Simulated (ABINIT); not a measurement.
The system is Pd.

```
Pd
1.0
     0.00000    1.94650    1.94650
     1.94650    0.00000    1.94650
     1.94650    1.94650    0.00000
Pd
1
Direct
  0.00000 0.00000 0.00000
```

Base run:

- Program: ABINIT 10.8.3 (patched build)
- Functional: PW91
- Potentials or basis: JTH PAW PBE v2.0
- Cutoff: 626 eV
- k mesh: 12 × 12 × 12
- Occupations: fermi-dirac, width 0.05 eV
- Spin: no spin polarisation

Its results: band gap on the k mesh none (metal or under the smearing width); pressure 6.9 GPa.

The run is repeated on the same cell with these changes: functional from PW91 to PBEsol. What comes out?

Band gap on the k mesh none (metal or under the smearing width); pressure -3.0 GPa.

PBEsol binds more tightly than PW91, so the same cell stands under less pressure.

Caveats: the PAW data sets were made with another functional, which shifts forces and pressure a little.
